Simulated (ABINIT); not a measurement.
SrCl2:

```
CELL_PARAMETERS angstrom
0.00000 3.48835 3.48835
3.48835 0.00000 3.48835
3.48835 3.48835 0.00000
ATOMIC_POSITIONS crystal
Sr 0.00000 0.00000 0.00000
Cl 0.75000 0.75000 0.75000
Cl 0.25000 0.25000 0.25000
```

Base run:

| Property | Result |
| --- | --- |
| Program | ABINIT 10.8.3 (patched build) |
| Functional | LDA |
| Potentials or basis | JTH PAW LDA v2.0 |
| Cutoff | 680 eV |
| k mesh | 7 × 7 × 7 |
| Occupations | fermi-dirac, width 0.05 eV |
| Spin | no spin polarisation |

Its results: band gap on the k mesh 4.91 eV, indirect (least direct gap 5.22 eV); pressure -2.8 GPa.

Problem. The run is repeated on the same cell with these changes: functional from LDA to PBE; potentials or basis from JTH PAW LDA v2.0 to JTH PAW PBE v2.0. What comes out?

Solution. Band gap on the k mesh 5.37 eV, indirect (least direct gap 5.67 eV); pressure 1.0 GPa.

A k mesh can miss the band edges.
